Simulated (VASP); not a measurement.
AlH5, 6 atoms in the cell. It takes space group P-43m (No. 215, cubic). The conventional cell has a = 3.452 Å, b = 3.452 Å, c = 3.452 Å, α = 90.00°, β = 90.00°, γ = 90.00°. Around Al (site symmetry -43m) lie 4 H at 1.69 Å. H (site symmetry 3m) is surrounded by 1 H at 1.30 Å. H (site symmetry -43m) has 4 H at 1.30 Å as nearest neighbours. The cell was built by a generator and needn't be a form met in nature. The cell isn't the ideal one: random cell by space group and Wyckoff sites (P-43m, No. 215).

- Program: VASP 6.6.1
- Task: relaxation of cell and atoms
- Functional: PBE
- Potentials or basis: VASP PAW PBE potentials, release 64 (Al, H)
- Cutoff: 600 eV
- k mesh: 12 × 12 × 12
- Occupations: gaussian, width 0.1 eV
- Spin: no spin polarisation
- Dipole correction: no
- Further INCAR settings: ALGO = Normal; EDIFF = 1e-06; IBRION = 2; EDIFFG = -0.01; NSW = 100; ISIF = 3

Potentials or basis: VASP PAW PBE potentials, release 64 (Al, H).

Run with:

```console
$ cat potpaw_PBE.64/Al/POTCAR potpaw_PBE.64/H/POTCAR > POTCAR
$ mpirun -np 1 vasp_std > vasp.out
```

Hardware: 1 thread of AMD EPYC 9R45 96-Core Processor (Zen 5) (shared host).

How long does it take, and how much memory?

Wall time 18 s on 1 thread of AMD EPYC 9R45 96-Core Processor (Zen 5), with other jobs on the host, peak memory 0.14 GiB. Counts: scf iterations 16, k points 84, ion steps 2.
